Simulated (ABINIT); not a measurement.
**Ge: single point with PBE**

The system is Ge.

```
Ge
1.0
     4.09041    0.00000    0.00000
    -2.04520    3.54240    0.00000
     0.00000    0.00000    3.32658
Ge
2
Direct
  0.66667 0.33333 0.14086
  0.33333 0.66667 0.85914
```

The cell was built by a generator and needn't be a form met in nature.

* Program: ABINIT 10.8.3 (patched build)
* Task: single point
* Functional: PBE
* Potentials or basis: JTH PAW PBE v2.0
* Cutoff: 599 eV
* k mesh: 8 × 8 × 8
* Occupations: fermi-dirac, width 0.05 eV
* Spin: no spin polarisation

```
Pressure                                              : -2.0 GPa
Largest force                                         : 0.006 eV/Å
Band gap on the k mesh                                : none (metal or under the smearing width)
Valence electrons inside the program's atomic spheres : Ge 12.22 (radii [1.2196] Å)
```

Forces in eV/Å, atoms in the order of the input:
```
Ge   0.000  0.000  0.006
Ge   0.000  0.000 -0.006
```

Stress tensor (GPa, compression positive):
```
-0.71  0.00  0.00
 0.00 -0.71  0.00
 0.00  0.00 -4.64
```

Levels at points of the mesh, in eV from the Fermi level:
```csv
k point,band 12,band 13,band 14,band 15,band 16,band 17
"(0.00, 0.00, 0.00)",-2.57,-1.04,-1.04,2.39,3.00,3.00
"(0.50, 0.00, 0.00)",-8.14,-2.56,-0.31,3.37,3.79,7.04
"(0.50, 0.50, 0.00)",-8.14,-2.56,-0.31,3.37,3.79,7.04
"(0.00, 0.00, 0.50)",-6.30,0.42,0.42,0.83,2.77,3.87
"(0.50, 0.00, 0.50)",-6.56,-3.77,-2.12,-0.94,2.39,3.86
"(0.50, 0.50, 0.50)",-6.56,-3.77,-2.12,-0.94,2.39,3.86
```

It took 2.1 min on 1 thread of Arm Neoverse V2, with other jobs on the host, peak memory 0.23 GiB.
